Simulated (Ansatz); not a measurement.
## SnTe: all-electron results

```yaml
crystal:
  lattice:
    - [0.00000, 3.60674, 3.60674]
    - [3.60674, 0.00000, 3.60674]
    - [3.60674, 3.60674, 0.00000]
  atoms:
    - { symbol: Sn, position: [0.00000, 0.00000, 0.00000] }
    - { symbol: Te, position: [0.25000, 0.25000, 0.25000] }
```

Atom numbers follow the list: Sn1, Te2.

The structure comes from a relaxation in the same program, started in the zincblende type, and has space group F-43m. Whether it is a known phase or the ground state wasn't checked.

No spin–orbit coupling, which matters for the heavy atoms here.

Methods: DFT, PBE, all-electron LAPW, scalar-relativistic (Ansatz 0.2.0); DFT, PBE, PAW with Ansatz's default frozen-core files, scalar-relativistic (Ansatz 0.2.0).

For LAPW: a Γ-centred 9×9×9 k mesh, Fermi–Dirac smearing of 0.05 eV, basis error target 1 meV/atom, no spin polarisation. PAW takes a cutoff of 420 eV at this cell. The Ansatz runs share mesh, smearing and spin set-up. Values come from LAPW unless marked.

```json
{
 "Band gap": "0.08 eV, indirect from W (-0.5, -0.25, 0.25) to X (-0.5, -0.5, 0) (so small a gap may close at points that the mesh and path miss)",
 "Smallest direct gap on the path": "0.79 eV",
 "Löwdin charges (with 0.06 e of the cell spilling out of the atomic basis, so their sizes and signs hang on that basis)": "Sn1 0.20, Te2 -0.14 e",
 "Bader charges (from the PAW run)": "Sn1 +0.64, Te2 -0.64 e",
 "Volume per atom": "46.92 Å³",
 "Pressure at this cell": "0.03 GPa"
}
```
